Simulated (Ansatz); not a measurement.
Na2S built on the antifluorite prototype, relaxed with r2SCAN, was run in Ansatz 0.2.0 under altered settings. All numbers are computed, without spin polarisation but where a row says otherwise.

```
S Na
1.0
     0.00000    3.25543    3.25543
     3.25543    0.00000    3.25543
     3.25543    3.25543    0.00000
S Na
1 2
Direct
  0.00000 0.00000 0.00000
  0.25000 0.25000 0.25000
  0.75000 0.75000 0.75000
```

The base run's other keys:
```yaml
kpoints:
  mp_grid: { grid: [6, 6, 6] }
hamiltonian:
  xc: pbesol
scf:
  occupations: { method: fixed }
  n_extra_bands: 4
```

It takes 6 iterations with 1363 plane waves at 420 eV and 16 k points, and leaves a mean stress of -0.12 GPa. The gap over this mesh is 2.414 eV.

Outcomes, with energy and stress as changes against the base:

| setting | outcome | ΔF (meV/atom) | Δ mean stress (GPa) | gap on the mesh (eV) | iterations |
| --- | --- | --- | --- | --- | --- |
| basis.ecutwfc: 900 | converged | -0.4 | 0.00 | 2.414 | 6 |
| basis.ecutwfc: 200 | converged, warned | +2014 | -0.14 | 2.419 | 7 |
| scf.max_iter: 5 | converged | 0.0 | 0.00 | 2.414 | 5 |
| kpoints.mp_grid.shift: [0, 0, 0.5] | converged, warned | 0.0 | 0.00 | 2.664 | 6 |
| scf.occupations: tetrahedron | converged, warned | 0.0 | – | 2.414 | 5 |
| accuracy: low | converged | 0.0 | 0.00 | 2.414 | 6 |
| scf.occupations: gaussian 0.5 | converged | 0.0 | 0.00 | 2.414 | 6 |
| hamiltonian.dispersion: d4 | converged | -51 | -0.39 | 2.414 | 6 |
| kpoints.mp_grid.grid: [2, 2, 2] | converged | +111 | +0.82 | 2.315 | 6 |
| scf.occupations: gaussian 0.001 | converged | 0.0 | 0.00 | 2.414 | 6 |
| kpoints.mp_grid.grid: [4, 4, 4] | converged | +1.3 | +0.01 | 2.411 | 6 |
| hamiltonian.xc: mr2scan (cutoff then 500 eV) | converged | – | +0.13 | 3.088 | 6 |
| hamiltonian.xc: pw91 | refused | – | – | – | – |

A dash marks a value that wasn't obtained or can't be compared. Stress is positive in compression. Its mean hides that meshes of lower symmetry stress the axes unequally.

- basis.ecutwfc: 200. 459 plane waves in place of 1363. The free energy moves by +2014 meV an atom, the mean stress by -0.14 GPa and the gap on the mesh by +0.005 eV (to 2.419). The basis is too small: these are errors of the cutoff. Warned: cutoff below recommended.
- kpoints.mp_grid.shift: [0, 0, 0.5]. The free energy moves by 0.0 meV an atom, the mean stress by 0.00 GPa and the gap on the mesh by +0.250 eV (to 2.664). The mesh breaks the crystal's symmetry, so the stress, and any force that symmetry no longer fixes, lose it too. The gap changes mostly because other points are sampled; a mesh that misses a band edge overestimates it. Warned: symmetry narrowed by mesh.
- scf.occupations: tetrahedron. Energy, stress and gap stay within 1 meV an atom, 0.1 GPa and 0.005 eV of the base. Warned: band table not solved further, tetrahedron derivatives may miss energy slope.
- kpoints.mp_grid.grid: [2, 2, 2]. The free energy moves by +111 meV an atom, the mean stress by +0.82 GPa and the gap on the mesh by -0.099 eV (to 2.315). The mesh is too coarse.
- hamiltonian.xc: mr2scan. The cutoff follows the functional, from 420 to 500 eV. The mean stress moves by +0.13 GPa and the gap on the mesh by +0.674 eV (to 3.088). It's another functional on the same cell, so totals aren't comparable.
- hamiltonian.xc: pw91. The program doesn't start. Error: YAML parse error: line 13 column 7: hamiltonian.xc: unknown variant `pw91`, expected one of […]

Within 1 meV an atom, 0.1 GPa and 0.005 eV of the base stay: basis.ecutwfc: 900; scf.max_iter: 5; scf.occupations: tetrahedron; accuracy: low; scf.occupations: gaussian 0.5; scf.occupations: gaussian 0.001.
